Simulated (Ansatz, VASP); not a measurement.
# Two plane-wave programs on TiO2

```
Ti O
1.0
     0.00000    2.39683    2.39683
     2.39683    0.00000    2.39683
     2.39683    2.39683    0.00000
Ti O
1 2
Direct
  0.00000 0.00000 0.00000
  0.25000 0.25000 0.25000
  0.75000 0.75000 0.75000
```

Alike in both runs: task single point; functional r2SCAN; k mesh 10 × 10 × 10; no spin polarisation.

|  | VASP | Ansatz |
| --- | --- | --- |
| version | VASP 6.6.1 | Ansatz 0.2.0 |
| potentials or method | VASP PAW PBE potentials, release 64 (Ti_sv, O) | plane waves, PAW |
| plane-wave cutoff (eV) | 520 | 500 |
| occupations | gaussian, width 0.01 eV | fixed |
| valence electrons in the cell | 24 | 24 |

|  | VASP | Ansatz | Ansatz less VASP |
| --- | --- | --- | --- |
| gap on the k mesh at the Fermi level (eV) | 1.55 | 1.51 | -0.037 |
| pressure (GPa) | 1.6 | 0.0 | -1.54 |

Caveats: the PAW data sets were made with another functional, which shifts forces and pressure a little (VASP). r2SCAN opens gaps a little over a GGA but as a rule still falls short of measured ones. A k mesh can miss the band edges.
